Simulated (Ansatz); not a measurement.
Set up this calculation in Ansatz 0.2.0, as the native input.

* Task: band structure
* Functional: PBEsol
* Potentials or basis: Ansatz PAW
* Cutoff: 420 eV (not typed: the program's choice for these potentials)
* k mesh: 7 × 7 × 5
* Occupations: fermi-dirac, width 0.05 eV
* Spin: spin-orbit coupling, no magnetisation
* Path: [["G", "Y", "F", "L", "I"], ["I1", "Z", "F1"], ["Y", "X1"], ["X", "G", "N"], ["M", "G"]]
* Points for each segment of the path: 14

The system is Te.

```
Te
1.0
     3.82029   -2.14820    0.00000
     3.82029    2.14820    0.00000
    -0.09429    0.00000    5.97609
Te
3
Direct
  0.00000 0.00000 0.00000
  0.30945 0.30945 0.33881
  0.69055 0.69055 0.66119
```

This isn't the form of Te at room conditions, which is trigonal, of chains.

The input as run:

input.yaml

```yaml
crystal:
  lattice:
    - [3.8202894285, -2.1482026, 0.0]
    - [3.8202894285, 2.1482026, 0.0]
    - [-0.0942908673, 0.0, 5.9760906531]
  atoms:
    - { symbol: Te, position: [0.0, 0.0, 0.0] }
    - { symbol: Te, position: [0.30944661, 0.30944661, 0.33880949] }
    - { symbol: Te, position: [0.69055339, 0.69055339, 0.66119051] }
hamiltonian:
  xc: pbesol
  pseudopotentials: { kind: paw_fr }
magnetization:
  noncollinear: true
  spin_orbit: true
kpoints:
  mp_grid: { grid: [7, 7, 5] }
  band_path:
    path:
      - [[0.0, 0.0, 0.0], [0.5, 0.5, -1.0], [0.106348683, 0.106348683, -1.4779432529], [0.5, 0.5, -0.5], [0.6725256635, 0.3274743365, -0.5]]
      - [[0.3274743365, -0.3274743365, 0.5], [0.0, 0.0, 0.5], [0.893651317, 0.893651317, 0.4779432529]]
      - [[0.5, 0.5, -1.0], [0.5449043427, 0.4550956573, -1.0]]
      - [[0.4550956573, -0.4550956573, 0.0], [0.0, 0.0, 0.0], [0.5, 0.0, -0.5]]
      - [[0.5, 0.0, 0.0], [0.0, 0.0, 0.0]]
    npoints: 14
scf:
  occupations: { method: fermi_dirac, width: 0.05 }
  n_extra_bands: 7
output:
  forces: true
  stress: true
  eigenvalues: true
  fatbands: false
  write_density: true
  write_potential: true
  elf: true
  volumetric_format: npy
```

Potentials or basis: Ansatz PAW.

Launch:

```sh
$ ansatz run input.yaml --threads 2 --pin off --max-ram 5632MiB --backend cpu --events-out ev --progress --plain --runs-dir out
```

It gave:

```json
{
 "Pressure": "-1.6 GPa",
 "Largest force": "0.113 eV/Å",
 "Band gap on the k mesh": "none (metal or under the smearing width)"
}
```

Caveat: the PAW data sets come from PBE, with cores solved anew for the run's functional, which leaves a small shift of forces and pressure.

Run time: 4.4 min on 2 threads of AMD EPYC 7571, on a shared host, peak memory 1.2 GiB.
